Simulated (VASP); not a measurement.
Wanted: the native input for a VASP 6.6.1 run.

* Task: relaxation of cell and atoms
* Functional: BLYP
* Potentials or basis: VASP PAW PBE potentials, release 64 (Zn, S)
* Cutoff: 600 eV
* k mesh: 8 × 8 × 5
* Occupations: fermi-dirac, width 0.05 eV
* Spin: no spin polarisation
* Further INCAR settings: ALGO = Normal; EDIFF = 1e-06; IBRION = 2; EDIFFG = -0.01; NSW = 60; ISIF = 3

The structure of ZnS (Wurtzite-2H) lies in POSCAR:

```
ZnS
1.0
    3.8110000000      0.0000000000      0.0000000000
   -1.9055000000      3.3004228138      0.0000000000
    0.0000000000      0.0000000000      6.2340000000
Zn S
2 2
Direct
    0.6666666667      0.3333333333      0.5000000000
    0.3333333333      0.6666666667      0.0000000000
    0.6666666667      0.3333333333      0.8850000000
    0.3333333333      0.6666666667      0.3850000000
```

These files were run (other wordings do the same):

INCAR

```
AGGAC = 1.0
AGGAX = 1.0
ALDAC = 0.0
ALDAX = 1.0
ALGO = Normal
EDIFF = 1E-6
EDIFFG = -0.01
ENCUT = 600
GGA = B5
IBRION = 2
ISIF = 3
ISMEAR = -1
LASPH = T
LCHARG = F
LREAL = F
LWAVE = F
NELM = 100
NSW = 60
PREC = Accurate
SIGMA = 0.05
```

KPOINTS

```
k-points
0
Gamma
  8 8 5
```

Potentials or basis: VASP PAW PBE potentials, release 64 (Zn, S).

Command:

```console
$ cat potpaw_PBE.64/Zn/POTCAR potpaw_PBE.64/S/POTCAR > POTCAR
$ mpirun -np 1 vasp_std > vasp.out
```

It gave:

The relaxed volume is 21.32 Å³/atom, the relaxed cell is a = 3.915 Å, b = 3.915 Å, c = 6.427 Å, α = 90.00°, β = 90.00°, γ = 120.00° and the space group after relaxing (to 0.05 Å) is P6_3mc (No. 186). The energy gained by relaxing is 36.7 meV/atom, the ionic steps are 8 and the pressure after relaxing is 0.0 GPa. The largest force after relaxing is 0.004 eV/Å. The band gap on the k mesh is 1.82 eV, direct.

Caveat: the PAW data sets were made with another functional, which shifts forces and pressure a little.

Wall time 11 min on 1 thread of AMD EPYC 7R43 64-Core Processor (Zen 3) (shared host), peak memory 0.19 GiB.
